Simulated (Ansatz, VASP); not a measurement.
**FeO (Wuestite) in VASP and in Ansatz**

```
CELL_PARAMETERS angstrom
1.58442 0.91477 2.48306
-1.58442 0.91477 2.48306
0.00000 -1.82953 2.48306
ATOMIC_POSITIONS crystal
Fe 0.00000 0.00000 0.00000
O 0.50000 0.50000 0.50000
```

Alike in both runs: functional PBE; k mesh 12 × 12 × 12; occupations gaussian, width 0.02 eV; collinear spin; Hubbard terms Fe d U = 5.3 eV.

Ansatz relaxed the structure, and its values are those at the end. VASP's run is a single point on that final structure, the one shown.

|  | VASP | Ansatz |
| --- | --- | --- |
| version | VASP 6.6.1 | Ansatz 0.2.0 |
| potentials or method | VASP PAW PBE potentials, release 64 (Fe, O) | scalar-relativistic, plane waves, PAW |
| plane-wave cutoff (eV) | 520 | 420 |
| valence electrons in the cell | 14 | 22 |

```csv
,VASP,Ansatz,Ansatz less VASP
pressure (GPa),-9.4,0.0,+9.44
net moment per atom (μB),2.00,2.00,-0.001
size of the moment on the site where the two differ most (μB),3.85,3.54,-0.307
```

Site moments also hang on the region over which each program counts them. The programs project onto different local orbitals, so the same U acts differently. The two sets of potentials don't hold the same shells in valence.

Caveats: a cell with one magnetic atom can't hold antiferromagnetic order, which such compounds often take. The state reached can hang on the start; a lower one may exist.
